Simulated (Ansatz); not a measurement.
Write the native input for Ansatz 0.2.0 that does the following.

```
Task                : relaxation of cell and atoms
Functional          : revPBE
Potentials or basis : Ansatz PAW
Cutoff              : 420 eV (not typed: the program's choice for these potentials)
k mesh              : 12 × 12 × 12
Occupations         : fermi-dirac, width 0.05 eV
Spin                : no spin polarisation
```

The system is Pd.

```
CELL_PARAMETERS angstrom
0.00000 1.94650 1.94650
1.94650 0.00000 1.94650
1.94650 1.94650 0.00000
ATOMIC_POSITIONS crystal
Pd 0.00000 0.00000 0.00000
```

These files were run (other wordings do the same):

input.yaml

```yaml
crystal:
  lattice:
    - [0.0, 1.9465, 1.9465]
    - [1.9465, 0.0, 1.9465]
    - [1.9465, 1.9465, 0.0]
  atoms:
    - { symbol: Pd, position: [0.0, 0.0, 0.0] }
hamiltonian:
  xc: revpbe
  pseudopotentials: { kind: paw }
kpoints:
  mp_grid: { grid: [12, 12, 12] }
scf:
  occupations: { method: fermi_dirac, width: 0.05 }
output:
  forces: true
  stress: true
relax:
  f_tol: 0.01
  max_steps: 40
  cell: { stress_tol: 0.05 }
```

Potentials or basis: Ansatz PAW.

Run with:

```sh
$ ansatz run input.yaml --threads 2 --pin off --max-ram 5632MiB --backend cpu --events-out ev --progress --plain --runs-dir out
```

It gave:

| Quantity | Value |
| --- | --- |
| Relaxed volume | 15.62 Å³/atom |
| Relaxed cell | a = 2.806 Å, b = 2.806 Å, c = 2.806 Å, α = 60.00°, β = 60.00°, γ = 60.00° |
| Space group after relaxing (to 0.05 Å) | Fm-3m (No. 225) |
| Energy gained by relaxing | 26.5 meV/atom |
| Ionic steps | 5 |
| Pressure after relaxing | 0.0 GPa |

Caveat: the plane-wave basis is chosen anew once the cell has moved, so the energies of steps on either side of that aren't comparable; the PAW data sets come from PBE, with cores solved anew for the run's functional, which leaves a small shift of forces and pressure.

Wall time 14 s on 2 threads of Intel(R) Xeon(R) Platinum 8259CL CPU @ 2.50GHz (Skylake/Cascade Lake), on a shared host, peak memory 0.34 GiB.
